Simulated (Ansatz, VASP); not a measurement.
# Two plane-wave programs on W

```xyz
1
Lattice="-1.5674 1.5674 1.5674 1.5674 -1.5674 1.5674 1.5674 1.5674 -1.5674" Properties=species:S:1:pos:R:3 pbc="T T T"
W     0.0000    0.0000    0.0000
```

Alike in both runs: functional LDA; k mesh 19 × 19 × 19; occupations fermi-dirac, width 0.1 eV; no spin polarisation.

Ansatz relaxed the structure, and its values are those at the end. VASP's run is a single point on that final structure, the one shown.

|  | VASP | Ansatz |
| --- | --- | --- |
| version | VASP 6.6.1 | Ansatz 0.2.0 |
| potentials or method | VASP PAW LDA potentials, release 64 (W_sv) | PAW with Ansatz's default frozen-core files, scalar-relativistic |
| plane-wave cutoff (eV) | 520 | 420 |
| valence electrons in the cell | 14 | 14 |

```csv
,VASP,Ansatz,Ansatz less VASP
pressure (GPa),2.0,0.0,-1.97
```

Spin-orbit coupling is left out, which matters for the levels of W.
